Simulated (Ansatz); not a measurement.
Program: Ansatz. Geometries: PBE0-D4/def2-TZVP. ΔE: electronic, gas phase. CCSD(T)/CBS is the MP2 limit (def2-TZVPP, def2-QZVPP) plus CCSD(T) − MP2 in def2-TZVPP, frozen cores. This one scheme is used for every species. DFT in def2-TZVPP. Each species was taken in one conformer, which may not be the lowest.

Consider the ligand exchange at the Si–O bond: `OCCO[SiH3]` + `OCO` → `OCO[SiH3]` + `OCCO`.

```tsv
level	ΔE (eV)
PBE-D4	0.13
ωB97M-V	0.14
PBE	0.12
r2SCAN	0.13
MP2/def2-TZVPP	0.16
MP2/def2-QZVPP	0.16
SCS-MP2/def2-QZVPP	0.16
HF/CBS(def2)	0.15
```

Q: What does CCSD(T)/CBS give? (Estimate.)

A: Computed: +0.15 eV. The listed levels differ from it by -0.02, -0.01, -0.03, -0.02, 0.01, 0.01, 0.01, 0.00 eV.

Largest T1 diagnostic among the species: 0.011.

CCSD(T)/CBS has its own doubt, a few kJ/mol and more with outer-core shells, so smaller differences from it don't rank the levels.
